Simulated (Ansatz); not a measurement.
Runs of Ansatz 0.2.0 on Bi. The structure is cubic, space group Im-3m (No. 229). The conventional cell has a = 3.963 Å, b = 3.963 Å, c = 3.963 Å, α = 90.00°, β = 90.00°, γ = 90.00°. Bi (site symmetry m-3m) has 8 Bi at 3.43 Å as nearest neighbours. This isn't the form of Bi at room conditions, which is rhombohedral.

```csv
task,level,potentials or basis,spin,k mesh,cutoff (eV),smearing,points for each segment of the path,q mesh,other keys,gap on the mesh (eV),pressure (GPa)
band structure,LDA+D3(BJ),Ansatz PAW,off,9 × 9 × 9,420,gaussian 0.05 eV,14,-,scf.lower_state_search = light; scf.eigensolver.kind = davidson,none,-5.9
phonons,BPBE,SG15 NC,off,8 × 8 × 8,816,fermi-dirac 0.01 eV,8,2 × 2 × 2,-,none,-
density of states,PBE+D4,JTH PAW,off,9 × 9 × 9,1800,methfessel-paxton 0.05 eV,-,-,-,none,-1.7
atomic charges,B3LYP+D4,Ansatz PAW polarizable,off,7 × 7 × 7,420,fermi-dirac 0.1 eV,-,-,-,none,-0.4
electron localisation function,PBE+D3(BJ),Ansatz PAW,"SOC, no magnetisation",9 × 9 × 9,420,cold 0.1 eV,-,-,-,none,(a)
```

Alike in all rows: cell as given.

**Question.** Estimate the missing entries.

**Answer.** (a) -0.3.

Caveats: spin-orbit coupling is left out, which moves the levels of the heavy elements (some runs); pairwise dispersion overbinds metals, which lowers pressure and volume (some runs); the PAW data sets come from PBE, with cores solved anew for the run's functional, which leaves a small shift of forces and pressure (some runs); the dispersion damping was fitted for another functional or another form of the correction (some runs); the potentials were made for another functional, which shifts forces and pressure (some runs); some modes are imaginary (some runs); the thresholds are loose for stress (some runs).

A k mesh can miss the band edges, and rows without SOC leave out spin-orbit coupling on Bi.

A gap of «none» marks a metal or a gap under the smearing width.
